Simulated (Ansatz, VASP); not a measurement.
# TiAl3: VASP beside Ansatz

```
Ti Al
1.0
     2.83968    0.00000    0.00000
     0.00000    4.68126    0.00000
     0.00000    0.00000    4.90074
Ti Al
1 3
Direct
  0.00000 0.50000 0.16592
  0.50000 0.50000 0.66727
  0.50000 0.00000 0.33091
  0.00000 0.00000 0.83590
```

The cell comes from a database or a generator and needn't be the stable form of this composition.

Alike in both runs: task single point; functional PBEsol; k mesh 6 × 4 × 4; occupations gaussian, width 0.1 eV; no spin polarisation.

|  | VASP | Ansatz |
| --- | --- | --- |
| version | VASP 6.6.1 | Ansatz 0.2.0 |
| potentials or method | VASP PAW PBE potentials, release 64 (Ti_sv, Al) | scalar-relativistic, plane waves, PAW |
| plane-wave cutoff (eV) | 520 | 420 |
| valence electrons in the cell | 21 | 21 |

VASP gave:

```
gap on the k mesh at the Fermi level (eV)       : none
pressure (GPa)                                  : -2.4
largest component of the traceless stress (GPa) : 1.37
rms of the force components (eV/Å)              : 0.037
```

Problem. What did Ansatz give for the same quantities?

Solution. gap on the k mesh at the Fermi level (eV): none; pressure (GPa): -2.5; largest component of the traceless stress (GPa): 1.37; rms of the force components (eV/Å): 0.038.

Atom by atom the forces differ by 0.001 eV/Å (rms over components). A gap of «none» marks a metal or a gap that the smearing closes. Ansatz warned: «pseudo_functional_mismatch».

Caveats: the k mesh is coarse (spacing up to 0.37 Å⁻¹), so the values aren't converged; the PAW data sets were made with another functional, which shifts forces and pressure a little (VASP).
